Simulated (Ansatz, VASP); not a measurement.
# VClO: VASP beside Ansatz, part 2 of 2

Aim: how closely do two programs agree when they are given the same cell, functional and k mesh?  The cell comes out of the VASP series on this material, whose earlier steps may have relaxed, scaled or displaced it; both programs get it as it stands.

VASP 6.6.1 and Ansatz 0.2.0.

So far: Starting point; VASP: relaxation of cell and atoms, LDA, DFT+U.

**3. Ansatz: relaxation of cell and atoms, LDA, DFT+U**

Level of this step: Ansatz beside VASP: Kohn-Sham DFT, plane waves, LDA, DFT+U (Ansatz).

Ansatz runs on its default PAW (the set named soft_2) files.

The same cell, functional (in two slightly different forms), mesh and smearing now go to Ansatz, which takes its cutoff from its data sets.

input.yaml reads:

```yaml
crystal:
  lattice:
    - [3.4115205815, 0.0, 0.0]
    - [0.0, 3.6639518225, 0.0]
    - [0.0, 0.0, 7.381027872]
  atoms:
    - { symbol: V, position: [0.5, 0.0, 0.8765433961] }
    - { symbol: V, position: [0.0, 0.5, 0.1234566039] }
    - { symbol: Cl, position: [0.0, 0.0, 0.6654403164] }
    - { symbol: Cl, position: [0.5, 0.5, 0.3345596836] }
    - { symbol: O, position: [0.0, 0.0, 0.0639759543] }
    - { symbol: O, position: [0.5, 0.5, 0.9360240457] }
hamiltonian:
  xc: lda
  pseudopotentials: { kind: paw }
  hubbard: { sites: [{ species: V, l: d, u_eff: 3.25 }] }
kpoints:
  mp_grid: { grid: [6, 6, 4] }
scf:
  occupations: { method: gaussian, width: 0.03 }
relax:
  f_tol: 0.01
  max_steps: 60
  cell: { stress_tol: 0.05 }
output:
  forces: true
  stress: true
  write_density: true
  write_potential: true
  elf: true
  volumetric_format: npy
```

Command:

```console
> ansatz run input.yaml --threads 4 --pin off --max-ram 9216MiB --backend cpu --events-out ev --progress --plain --runs-dir out
```

Numbers of over 12 decimals in the logs are rounded to 6 here.

Output:

```text
V: projections on atomic orbitals take those of the free atom [Ne] 3s2 3p6 3d3 4s2, of charge +0.00 (hamiltonian.pseudopotentials.projection_atoms); the dataset's partial waves leave at most 5.8e-7 of an orbital's norm unspanned inside its sphere
Cl: projections on atomic orbitals take those of the free atom [Ne] 3s2 3p5, of charge +0.00 (hamiltonian.pseudopotentials.projection_atoms); the dataset's partial waves leave at most 2.1e-7 of an orbital's norm unspanned inside its sphere
O: projections on atomic orbitals take those of the free atom [He] 2s2 2p4, of charge +0.00 (hamiltonian.pseudopotentials.projection_atoms); the dataset's partial waves leave at most 1.9e-8 of an orbital's norm unspanned inside its sphere
Engine: ansatz 0.2.0, aarch64-unknown-linux-gnu
Pseudopotentials: kind: paw
Pseudopotential: V, paw, valence charge 13, recommended cutoff 420 eV (normal), V.paw.azcp
Pseudopotential: Cl, paw, valence charge 7, recommended cutoff 420 eV (normal), Cl.paw.azcp
Pseudopotential: O, paw, valence charge 6, recommended cutoff 420 eV (normal), O.paw.azcp
Functional definition: SPW92
  exchange = slater_x
  correlation = pw_c
Crystal: 6 atoms, lattice volume = 92.260 Å³
Basis set: ecut = 420 eV, 1795 PW (Γ)
Bands: 32, of which v1, the nominal top of the filled ones, is band 26 counted from 1 (25 counted from 0)
Symmetry: 8 space group operations
Space group: Pmmn (ITA 59), of the structure as read, at distance tolerance 4.5e-5 Å
k-points: 48 of 144
Non-local potential: V, projectors of the file, l = 0: 3, l = 1: 2, l = 2: 3, l = 3: 1
Non-local potential: Cl, projectors of the file, l = 0: 2, l = 1: 2, l = 2: 2
Non-local potential: O, projectors of the file, l = 0: 2, l = 1: 2, l = 2: 1
PAW form: soft (Blöchl's): semilocal exchange-correlation on the pseudo side does not see the compensation charge
PAW frozen core: V, regenerated for the run's functional, and the local potential with it (the file was generated under x = pbe(κ = 0.804, μ = 0.219515), c = pbe(β = 0.066725))
PAW frozen core: Cl, regenerated for the run's functional, and the local potential with it (the file was generated under x = pbe(κ = 0.804, μ = 0.219515), c = pbe(β = 0.066725))
PAW frozen core: O, regenerated for the run's functional, and the local potential with it (the file was generated under x = pbe(κ = 0.804, μ = 0.219515), c = pbe(β = 0.066725))
PAW one-centre angular grid: V, 590 points (default); XC on 64 Gauss nodes
PAW one-centre angular grid: Cl, 110 points (default); XC on 64 Gauss nodes
PAW one-centre angular grid: O, 110 points (default); XC on 64 Gauss nodes
Initial density: superposition of atomic densities (chi_scale 0.1, normalization cell, long waves of neutral atoms under a Hubbard term (reshape's long-wave potential 0.38 eV rms, cloud 2.55 Å wide))
Initial wavefunctions: pseudopotential atomic-orbital guess
Functional: x = slater, c = lda
SCF iter   1: F=—  HF=-8923.060662 eV  |F-HF|=—  |Δ(HF+E_count)|=         —  Δρ=1.95e-1  dr2=8.78e1  ethr=3.10e-3  ⟨swp⟩=6.6  Hψ=6173  notcnv=0
preconditioner: auto → LDOS  [metal: Δε(μ)=0.008 eV  Ē_g=7.205 eV  σ=0.030 eV  W_gap=0.15  n_scr=20 (ndim 8)  ℏωp=23.2 eV  f_vac=0.029  D(μ)=12.47/eV (n_scr^D=186)  β→1.0]
SCF iter   2: F=—  HF=-8917.360420 eV  |F-HF|=—  |Δ(HF+E_count)|=    5.70e0  Δρ=1.05e-1  dr2=1.65e1  ethr=3.10e-3  ⟨swp⟩=3.0  Hψ=3734  notcnv=0  defer=53
SCF iter   3: F=—  HF=-8917.855163 eV  |F-HF|=—  |Δ(HF+E_count)|=   4.95e-1  Δρ=8.41e-2  dr2=3.19e0  ethr=3.10e-3  ⟨swp⟩=3.0  Hψ=3543  notcnv=0  defer=81
SCF iter   4: F=—  HF=-8918.452691 eV  |F-HF|=—  |Δ(HF+E_count)|=   5.98e-1  Δρ=4.13e-2  dr2=4.55e-1  ethr=3.10e-3  ⟨swp⟩=2.9  Hψ=3144  notcnv=0  defer=87
SCF iter   5: F=—  HF=-8918.472495 eV  |F-HF|=—  |Δ(HF+E_count)|=   1.98e-2  Δρ=1.52e-2  dr2=1.36e-1  ethr=8.74e-4  ⟨swp⟩=2.1  Hψ=3287  notcnv=0  defer=92
SCF iter   6: F=—  HF=-8918.447551 eV  |F-HF|=—  |Δ(HF+E_count)|=   2.49e-2  Δρ=8.89e-3  dr2=5.68e-2  ethr=2.61e-4  ⟨swp⟩=2.1  Hψ=2552  notcnv=0  defer=92
SCF iter   7: F=—  HF=-8918.439254 eV  |F-HF|=—  |Δ(HF+E_count)|=   8.30e-3  Δρ=4.70e-3  dr2=1.34e-2  ethr=1.09e-4  ⟨swp⟩=2.2  Hψ=2874  notcnv=0  defer=92
SCF iter   8: F=—  HF=-8918.437263 eV  |F-HF|=—  |Δ(HF+E_count)|=   1.99e-3  Δρ=1.51e-3  dr2=2.37e-3  ethr=2.58e-5  ⟨swp⟩=2.1  Hψ=2426  notcnv=0  defer=92
SCF iter   9: F=—  HF=-8918.437039 eV  |F-HF|=—  |Δ(HF+E_count)|=   2.24e-4  Δρ=6.51e-4  dr2=8.06e-4  ethr=4.56e-6  ⟨swp⟩=2.2  Hψ=2310  notcnv=0  defer=92
SCF iter  10: F=—  HF=-8918.436918 eV  |F-HF|=—  |Δ(HF+E_count)|=   1.21e-4  Δρ=2.17e-4  dr2=2.57e-5  ethr=1.55e-6  ⟨swp⟩=2.0  Hψ=2020  notcnv=0  defer=92
SCF iter  11: F=—  HF=-8918.436911 eV  |F-HF|=—  |Δ(HF+E_count)|=   7.24e-6  Δρ=8.33e-5  dr2=2.90e-6  ethr=4.95e-8  ⟨swp⟩=2.0  Hψ=2211  notcnv=0  defer=92
SCF iter  12: F=—  HF=-8918.436910 eV  |F-HF|=—  |Δ(HF+E_count)|=   4.55e-7  Δρ=3.52e-5  dr2=6.14e-7  ethr=5.59e-9  ⟨swp⟩=2.0  Hψ=2002  notcnv=0  defer=92
SCF iter  13: F=-8918.436910 eV  HF=-8918.436910 eV  |F-HF|=1.36e-8  |Δ(HF+E_count)|=   9.67e-8  Δρ=1.07e-5  dr2=5.81e-8  ethr=1.92e-10  ⟨swp⟩=6.7  Hψ=9654  notcnv=0
SCF 1 converged in 13 iterations: F = -8918.436910 eV  dr2 = 5.81e-8
  greatest PAW one-centre occupation: 0.999 electrons in one spin orbital (limit 2), on the V atom at site 1 (counted from 0), in its partial waves of l = 0
relax step   1: F+E_penalty+E_count = -8918.43691008 eV  Δ(F+E_penalty+E_count) = +0.000e0 eV  max|allowed force component| = 1.040e-1 eV/Å  Δτ_max = 0.0000 Å  P = -2.105 GPa  Ω = 92.260 Å³  (13 SCF iters, dr2 threshold 1.00e-7 eV, accepted)
[... from here on, the SCF cycles and remarks between the steps are left out ...]
relax step   2: F+E_penalty+E_count = -8918.45168338 eV  Δ(F+E_penalty+E_count) = -1.477e-2 eV  max|allowed force component| = 6.752e-2 eV/Å  Δτ_max = 0.0062 Å  P = -0.732 GPa  Ω = 91.620 Å³  energy of the carried Pulay correction = +1.534e-3 eV  (6 SCF iters, dr2 threshold 6.00e-7 eV, accepted)
relax step   3: F+E_penalty+E_count = -8918.45653873 eV  Δ(F+E_penalty+E_count) = -4.855e-3 eV  max|allowed force component| = 1.763e-2 eV/Å  Δτ_max = 0.0091 Å  P = +0.133 GPa  Ω = 91.457 Å³  energy of the carried Pulay correction = +1.926e-3 eV  (6 SCF iters, dr2 threshold 6.00e-7 eV, accepted)
relax step   4: F+E_penalty+E_count = -8918.45697869 eV  Δ(F+E_penalty+E_count) = -4.400e-4 eV  max|allowed force component| = 5.431e-3 eV/Å  Δτ_max = 0.0064 Å  P = +0.043 GPa  Ω = 91.333 Å³  energy of the carried Pulay correction = +2.226e-3 eV  (6 SCF iters, dr2 threshold 1.05e-7 eV, accepted)
relax step   5: F+E_penalty+E_count = -8918.45679904 eV  Δ(F+E_penalty+E_count) = +1.796e-4 eV  max|allowed force component| = 1.597e-3 eV/Å  Δτ_max = 0.0021 Å  P = +0.004 GPa  Ω = 91.418 Å³  energy of the carried Pulay correction = +2.021e-3 eV  (6 SCF iters, dr2 threshold 1.67e-8 eV, accepted)
relax step   6: F+E_penalty+E_count = -8918.45528566 eV  Δ(F+E_penalty+E_count) = +1.513e-3 eV  max|allowed force component| = 1.926e-3 eV/Å  Δτ_max = 0.0000 Å  P = -0.029 GPa  Ω = 91.418 Å³  stress off target by 1.08e-1 GPa  SCF on the basis re-selected at this cell (its energy is not comparable with the rows above)  (6 SCF iters)
relax step   7: F+E_penalty+E_count = -8918.45518752 eV  Δ(F+E_penalty+E_count) = +9.814e-5 eV  max|allowed force component| = 2.068e-3 eV/Å  Δτ_max = 0.0013 Å  P = -0.001 GPa  Ω = 91.460 Å³  energy of the carried Pulay correction = -1.181e-4 eV  (6 SCF iters, dr2 threshold 2.92e-8 eV, accepted)
relax step   8: F+E_penalty+E_count = -8918.45527549 eV  Δ(F+E_penalty+E_count) = -8.797e-5 eV  max|allowed force component| = 2.092e-3 eV/Å  Δτ_max = 0.0000 Å  P = +0.000 GPa  Ω = 91.460 Å³  stress off target by 8.50e-3 GPa  SCF on the basis re-selected at this cell (its energy is not comparable with the rows above)  (5 SCF iters)
basis re-selected at this cell: Δ(F+E_penalty+E_count) = -8.797e-5 eV, ΔP = +0.001 GPa vs the last step (what re-selecting the basis moved, of the pressure what is left beyond the Pulay correction that the steps carried, after the strain that the cell walked since its last selection, with what the two solves' SCF thresholds leave and, on support functions, any second-order correction that the steps lacked; it is no m [...]
SCF converged after 5 iterations
Free energy (F): -8918.455275 eV
Harris-Foulkes:  -8918.455275 eV  (|F-HF|=0.00e0)
Internal energy: -8918.455275 eV  (E = F + TS)
E sigma→0 (E₀):  -8918.455275 eV
Fermi energy:    8.023175 eV
--- Per-component energies (eV) ---
  E_band       = -560.684064
  E_kinetic    = 1342.679404
  E_local      = -5762.258141  (includes V_loc(G=0)·N_el)
  E_nonlocal   = 77.764218
  E_hartree    = 2501.866451
  E_xc         = -613.879246
  E_vxc        = -757.017813  (∫ρ·V_xc dr)
  E_hubbard    = 4.105469  (on-site DFT+U / exact-exchange correction)
  E_vhub       = -3.090332  (the Hubbard potential's part of the band-sum identity)
  E_paw        = -3665.975073  (= ΣΔE_a)
  E_vpaw       = -462.500448  (= ΣTr[D̂ρ^β])
  E_aug_tail   = 0.005719  (compensation charges beyond the density's cutoff)
  E_ewald      = -2804.031202
  E_core_change = 1.267126  (= ΣΔE_core)
  E_smearing   = -0.000000  (= −TS)
  E_closure    = 0.000000  (closes the sum)
  Σ components = -8918.455275   (vs F -8918.455275, Δ=0.00e0)
--- Forces (eV/Å), atoms counted from 1 ---
  atom   1  V      0.00000000     0.00000000     0.00209203
  atom   2  V      0.00000000     0.00000000    -0.00209203
  atom   3  Cl     0.00000000     0.00000000    -0.00017383
  atom   4  Cl     0.00000000     0.00000000     0.00017383
  atom   5  O      0.00000000     0.00000000     0.00177875
  atom   6  O      0.00000000     0.00000000    -0.00177875
  max |Σ_I F_I| component: 4.34e-19 eV/Å
--- Stress (GPa, compression-positive) ---
        0.002055       0.000000       0.000000
        0.000000      -0.008496       0.000000
        0.000000       0.000000       0.007095
  P = ⅓ Tr σ = 0.0002 GPa (0.002 kbar)
--- Band table (eV; the first three rows and the last of 48) ---
  k-point 0: bands = [... 22 lower, 5.2744, 5.2839, 7.1669, 7.3546, 8.2927, 9.1570, 10.1847, 10.2963, ... 2 higher]
  k-point 1: bands = [... 22 lower, 5.1611, 5.2905, 7.1970, 7.3400, 8.2930, 9.1566, 10.1426, 10.3353, ... 2 higher]
  k-point 2: bands = [... 22 lower, 5.0752, 5.3057, 7.2469, 7.3047, 8.2933, 9.1562, 10.1129, 10.3615, ... 2 higher]
  k-point 47: bands = [... 22 lower, 4.6909, 4.6909, 7.6486, 7.6486, 9.2831, 9.2831, 9.9675, 9.9675, ... 2 higher]
Occupation matrices written to <dir>
--- Relaxed structure (6 steps of the walk, 6 accepted, 2 SCFs on fresh bases) ---
  F+E_penalty+E_count = -8918.45527549 eV   max|allowed force component| = 2.092e-3 eV/Å   (the final SCF, on the basis selected at the relaxed cell)
  cell:  # Å, volume = 91.4599 Å³
    - [3.409637, 0.0, 0.0]
    - [0.0, 3.613202, 0.0]
    - [0.0, 0.0, 7.423870]
  atoms:
    - { symbol: V, position: [0.5, 0.0, 0.875518] }
    - { symbol: V, position: [0, 0.5, 0.124482] }
    - { symbol: Cl, position: [0, 0.0, 0.667107] }
    - { symbol: Cl, position: [0.5, 0.5, 0.332893] }
    - { symbol: O, position: [0, 0.0, 0.063834] }
    - { symbol: O, position: [0.5, 0.5, 0.936166] }
```

Run time: 21 s. Hardware: 4 threads of Arm Neoverse V2, shared host; peak memory 0.57 GiB; 78 s of CPU time.

**4. Comparison**

Known differences besides the PAW data sets themselves: U acts on the PAW sphere in VASP and on atomic orbitals in Ansatz, so only states and trends compare; the two LDA forms differ slightly; both relaxations stop at a tolerance, which leaves soft axes loose, and VASP keeps its plane-wave basis; the cutoff is 420 eV in Ansatz and 520 eV in VASP; Ansatz makes its cores anew for this functional, VASP keeps those of its LDA data sets; Ansatz adds a Pulay correction to the stress that steers its cell, VASP none. Total energies have different zeros and are not compared.

The two programs side by side:

```
                                         quantity  Ansatz   VASP  difference
                                      volume (Å³)   91.46  92.28     -0.89 %
edge a after relaxation, in the typed setting (Å)   3.410  3.413     -0.09 %
edge b after relaxation, in the typed setting (Å)   3.613  3.664     -1.38 %
edge c after relaxation, in the typed setting (Å)   7.424  7.380     +0.59 %
```

The walks stopped with 0.00 GPa left in Ansatz and -0.01 GPa in VASP; each walk ends within a tolerance, so the volume difference is uncertain by about these residues over the bulk modulus, most in soft cells.

**5. Outcome**

```
difference in edge b after relaxation, in the typed setting (relaxation of cell and atoms, LDA, DFT+U) : -1.4 %
```

**Reading.** The difference in edge b after relaxation, in the typed setting is -1.4 % (relaxation of cell and atoms, LDA, DFT+U), beyond the 1.2 % picked in this series as the mark of a large difference, as far as the stopping tolerances let one tell. How closely two codes agree says nothing of how well the functional describes the real material.

[Lines on the potential files, build, host, timing and source positions are cut from VASP's logs without a mark.]

[Logs are printed without paths, hosts, clocks, repeated set-up lines and the standing remarks that a program may print on its own settings, such as how far it seeks lower states.]

[Hosts, paths, dates, database ids (printed as entryN), source tags and the programs' standing remarks are cut or masked in the printed files.]
